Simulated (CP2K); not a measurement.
Au, 2 atoms in the cell. The typed cell holds 2 atoms: a = 2.900 Å, b = 2.900 Å, c = 4.880 Å, α = 90.00°, β = 90.00°, γ = 120.00°. This isn't the form of Au at room conditions, which is fcc. The cell isn't the ideal one: atoms moved at random, drawn with an rms of 0.05 Å.

* Program: CP2K 2026.2
* Task: single point
* Functional: PBEsol
* Potentials or basis: POTENTIAL_UZH Au GTH-PBE-q11; TZVP-MOLOPT-PBE-GTH basis
* Density cutoff: 6803 eV
* k mesh: 11 × 11 × 6
* Occupations: fermi-dirac, width 0.05 eV
* Spin: no spin polarisation
* SCF solver: diagonalisation with k points
* Quickstep method: GPW
* EPS_DEFAULT: 1.0E-10
* EPS_SCF: 1.0E-6
* MAX_SCF: 100
* SCF_GUESS: ATOMIC
* k points reduced by the point group: yes
* Mesh centred on Gamma: yes
* CHOLESKY: OFF
* EPS_EIGVAL: 1.0E-7
* MIXING METHOD: BROYDEN_MIXING
* MIXING ALPHA: 0.4
* NBUFFER: 8
* NGRIDS: 4
* Basis sets: Au TZVP-MOLOPT-PBE-GTH-q11
* Potentials: Au GTH-PBE-q11 of POTENTIAL_UZH
* ADDED_MOS: [16]
* REL_CUTOFF (Ry): 60 Ry
* MIXING BETA (1/bohr): 1.5 1/bohr
* CUTOFF of the grids: 500 Ry

Potentials or basis: POTENTIAL_UZH Au GTH-PBE-q11; TZVP-MOLOPT-PBE-GTH basis.

Launch:

```console
$ OMP_NUM_THREADS=1 cp2k.psmp -i au_scf.inp -o au_scf.out
```

Hardware: 1 thread of Arm Neoverse V2 (shared host).

Task: How long does it take, and how much memory?

Result: Run time: 3.3 min on 1 thread of Arm Neoverse V2 (shared host), peak memory 0.52 GiB. Counts: scf iterations 13, k points 364, basis 68, bands 27, force evaluations 1.
